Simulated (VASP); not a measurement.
Runs of VASP 6.6.1 on Pm. Symmetry: Fm-3m, No. 225, cubic system. Conventional cell: a = 5.168 Å, b = 5.168 Å, c = 5.168 Å, α = 90.00°, β = 90.00°, γ = 90.00°. Around Pm (site symmetry m-3m) lie 12 Pm at 3.65 Å. This isn't the form of Pm at room conditions, which is double hcp.

```csv
task,spin,cell,cutoff (eV),pressure (GPa),moment (μB),relaxed volume (Å³/atom)
relaxation of cell and atoms,"collinear, ferromagnetic start, SOC",relaxed,600,0.0,5.37,35.86
relaxation of cell and atoms,"collinear, ferromagnetic start",relaxed,600,0.0,5.52,(b)
band structure,"collinear, ferromagnetic start",as given,520,0.4,(a),-
band structure,"collinear, ferromagnetic start, SOC",as given,520,1.3,5.32,-
```

Alike in all rows: level PBE; potentials or basis VASP PAW PBE potentials, release 64 (Pm); k mesh 7 × 7 × 7; smearing fermi-dirac 0.05 eV.

Problem. Estimate the missing entries.

Solution. (a) 5.42; (b) 36.27.

Caveats: the magnetic or orbital state may not be the lowest.
